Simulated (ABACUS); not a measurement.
Runs of ABACUS 3.10.1 on PbF2 (Fluorocronite). It takes space group Fm-3m (No. 225, cubic). The conventional cell has a = 5.927 Å, b = 5.927 Å, c = 5.927 Å, α = 90.00°, β = 90.00°, γ = 90.00°. Pb (site symmetry m-3m) is surrounded by 8 F at 2.57 Å. F (site symmetry -43m) is surrounded by 4 Pb at 2.57 Å. 

```csv
task,level,potentials or basis,k mesh,cutoff (eV),radial cutoff of the potentials (pseudo_rcut),SCF threshold on the density,eigensolver,symmetry key,threshold of the eigensolver,gap on the mesh (eV),pressure (GPa),V0 of scaled cells (Å³/atom),B0 (GPa)
single point,PBEsol,"PseudoDojo NC SR 0.4.1 PBEsol standard, plane waves",6 × 6 × 6,1143,7 bohr,1e-08,dav,1,-,4.34,-1.0,-,-
equation of state,PBE,"PseudoDojo NC SR 0.4.1 PBE standard, TZDP LCAO (the cutoffs set its grid)",8 × 8 × 8,1361,10 bohr,1e-07,genelpa,1,-,-,-,(a),67
equation of state,PBE,"PseudoDojo NC SR 0.4.1 PBE standard, plane waves",8 × 8 × 8,1143,10 bohr,1e-08,dav,1,-,-,-,(b),67
single point,PBE,"PseudoDojo NC SR 0.4.1 PBE standard, TZDP LCAO (the cutoffs set its grid)",8 × 8 × 8,1361,10 bohr,1e-07,genelpa,1,-,4.42,2.8,-,-
single point,PBE,"PseudoDojo NC SR 0.4.1 PBE standard, DZP LCAO (the cutoffs set its grid)",8 × 8 × 8,1361,10 bohr,1e-07,genelpa,1,-,4.38,4.3,-,-
```

Alike in all rows: no spin polarisation; cell as given; smearing fermi-dirac 0.05 eV.

Problem. Fill in the values left out.

Solution. (a) 18.02; (b) 18.00.

Caveats: spin-orbit coupling is left out, which as a rule narrows the gap of such compounds by several tenths of an eV (some runs); the atomic orbitals were generated for these runs and aren't a published set (some runs); the basis of atomic orbitals isn't converged, which shifts pressures, moduli and gaps (some runs).

A k mesh can miss the band edges, and the runs leave out spin-orbit coupling on Pb.

Not every run made on this cell is shown here.
